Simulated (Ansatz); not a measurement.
## A vibration from a frozen displacement in TiSi$_{2}$

Level of theory: Ansatz 0.2.0, DFT PBE, scalar-relativistic, plane waves, PAW. Cutoff 420 eV, Γ-centred 14×14×14 k-points, Gaussian smearing of 0.15 eV. No spin polarisation. Energies are free energies at this smearing, counted from the undisturbed cell; pressure is positive in compression.

Zero of the scan (relaxed at this level):

```yaml
crystal:
  lattice:
    - [0.00000, 4.13518, 4.27960]
    - [2.40387, 0.00000, 4.27960]
    - [2.40387, 4.13518, 0.00000]
  atoms:
    - { symbol: Ti, position: [0.75000, 0.75000, 0.75000] }
    - { symbol: Ti, position: [0.50000, 0.50000, 0.50000] }
    - { symbol: Si, position: [0.08682, 0.41318, 0.08682] }
    - { symbol: Si, position: [0.41318, 0.08682, 0.41318] }
    - { symbol: Si, position: [0.16318, 0.83682, 0.16318] }
    - { symbol: Si, position: [0.83682, 0.16318, 0.83682] }
```

Atom 3 (Si) is moved by x along the Cartesian unit vector (-0.474, 0.249, -0.844); the cell and all other atoms stay fixed. The cell's volume is 85.08 Å³; the moved atoms weigh 28.085 u together and the others 179.989 u.

| x (Å) | ΔE (meV/cell) | total force on the moved atoms along the move (eV/Å) | pressure (GPa) |
| --- | --- | --- | --- |
| -0.1000 | 40.99 | 0.8190 | 0.2293 |
| -0.0500 | 10.30 | 0.4098 | 0.0494 |
| 0.0000 | 0.00 | 0.0015 | -0.0045 |
| 0.0750 | 23.39 | -0.6320 | 0.1561 |

Task: What frequency belongs to this motion?

Result: The force constant is k = −dF/dx = 8.278 eV/Å², from the parabola through x = -0.0500, 0 and 0.0750. In every cell the moved atoms swing against the rest, so the mass is μ = m₁m₂/(m₁ + m₂) = 24.294 u, and ν̃ = 521.5 cm⁻¹ × √(|k|/μ) = 304 cm⁻¹. The pattern needn't be a normal mode: ν̃² is then a weighted mean of the squared nonzero frequencies at the zone centre of this cell, so it lies between the lowest and the highest of them.

Task: How far does the harmonic law reach?

Result: At x = -0.100 Å, kx²/2 = 41.39 meV against the computed 40.99 meV (-1.0 %): the well is still close to harmonic there.

In a metal these slopes depend on the k mesh and the smearing.